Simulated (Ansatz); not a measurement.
Crystal: Co.

```
CELL_PARAMETERS angstrom
2.47200 0.00000 0.00000
-1.23600 2.14081 0.00000
0.00000 0.00000 4.02114
ATOMIC_POSITIONS crystal
Co 0.66667 0.33333 0.75000
Co 0.33333 0.66667 0.25000
```

```yaml
Program: Ansatz 0.2.0
Task: relaxation of cell and atoms
Functional: LDA
Potentials_or_basis: Ansatz PAW
Cutoff: "420 eV (not typed: the program's choice for these potentials)"
k_mesh: 12 × 12 × 7
Occupations: fermi-dirac, width 0.05 eV
Spin: collinear spin, ferromagnetic start
Starting_moments: "[2.0, 2.0] μB"
```

At the start: volume 10.64 Å³/atom.

Task: How do energy, volume and symmetry change on relaxing?

Result: It ends after 8 steps and the volume is 10.00 Å³/atom (-6.1 %); space group P6_3/mmc (No. 194, to 0.05 Å); moment 2.98 μB per cell.

Step by step:
```csv
step,energy change (eV),largest force (eV/Å),volume (Å³)
1,0.0000,0.0000,21.28
2,-0.0510,0.0000,20.57
3,-0.0657,0.0000,19.91
4,-0.0659,0.0000,20.01
5,-0.0659,0.0000,20.00
6,-0.0643,0.0000,20.00
7,-0.0643,0.0000,19.99
8,-0.0643,0.0000,19.99
```

Final structure:
```yaml
crystal:
  lattice:
    - [2.42758, 0.00000, 0.00000]
    - [-1.21379, 2.10235, 0.00000]
    - [0.00000, 0.00000, 3.91709]
  atoms:
    - { symbol: Co, position: [0.66667, 0.33333, 0.75000] }
    - { symbol: Co, position: [0.33333, 0.66667, 0.25000] }
```

Caveat: the plane-wave basis is chosen anew once the cell has moved, so the energies of steps on either side of that aren't comparable; the pressure holds a Pulay correction of +0.3 GPa for the finite cutoff; the PAW data sets come from PBE, with cores solved anew for the run's functional, which leaves a small shift of forces and pressure.
